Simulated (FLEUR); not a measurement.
Zn:

```
Zn
1.0
     0.00000    1.96478    1.96478
     1.96478    0.00000    1.96478
     1.96478    1.96478    0.00000
Zn
1
Cartesian
  0.0000 0.0000 0.0000
```

This isn't the form of Zn at room conditions, which is hcp.

| Property | Result |
| --- | --- |
| Program | FLEUR MaX-R8.1 (later development tree) |
| Task | single point |
| Functional | PBE |
| Potentials or basis | all-electron |
| Basis | FLAPW |
| Kmax | 4.12 1/bohr |
| k mesh | 12 × 12 × 12 |
| Occupations | fermi-dirac, width 0.05 eV |
| Spin | no spin polarisation |
| Gmax | 12.8 1/bohr |
| Muffin-tin radii | Zn 2.38 bohr |
| lmax | Zn 10 |
| Local orbitals a species | Zn 6 |
| Max iterations | 60 |
| Mixing factor | 0.05 |
| Mixer | Anderson |
| Mixer history | 15 |
| Density convergence | 1e-05 me/bohr^3 |

On this cell: band gap on the k mesh none (metal or under the smearing width).

The same run follows on a disturbed copy (cell strained at random at fixed volume):

```
CELL_PARAMETERS angstrom
0.00399 2.00457 1.96702
1.95665 -0.00432 1.97532
1.92741 1.98363 0.02492
ATOMIC_POSITIONS crystal
Zn 0.97223 0.01156 0.01002
```

**Question.** What does the disturbed cell give?

**Answer.** The energy (extrapolated to zero smearing) moves by -0.0 meV/atom; band gap on the k mesh none (metal or under the smearing width).
